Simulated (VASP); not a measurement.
Runs of VASP 6.6.1 on CoO. The structure is cubic, space group Fm-3m (No. 225). Conventional cell: a = 4.244 Å, b = 4.244 Å, c = 4.244 Å, α = 90.00°, β = 90.00°, γ = 90.00°. Co (site symmetry m-3m) is surrounded by 6 O at 2.12 Å. Around O (site symmetry m-3m) lie 6 Co at 2.12 Å. The cell was built by a generator and needn't be a form met in nature.

| task | level | potentials or basis | cell | cutoff (eV) | pressure (GPa) | moment (μB) |
| --- | --- | --- | --- | --- | --- | --- |
| band structure | PBE+U | VASP PAW PBE potentials, release 64 (Co, O) | as given | 520 | 0.3 | 3.00 |
| relaxation of cell and atoms | PBE+U | VASP PAW PBE potentials, release 64 (Co, O) | relaxed | 600 | 0.0 | 3.00 |
| band structure | r2SCAN+U | VASP PAW PBE potentials, release 64 (Co, O) | as given | 520 | (a) | 3.00 |
| band structure | LDA+U | VASP PAW LDA potentials, release 64 (Co, O) | as given | 520 | -16.9 | 3.00 |

Alike in all rows: spin collinear, ferromagnetic start; Co d U = 3.32 eV; k mesh 12 × 12 × 12; smearing gaussian 0.03 eV.

Question: Estimate the missing entries.

Answer: (a) -5.2.

Caveats: a cell with one magnetic atom can't hold antiferromagnetic order, which such compounds often take; the relaxation stopped at its first step, so nothing moved (some runs); the PAW data sets were made with another functional, which shifts forces and pressure a little (some runs).
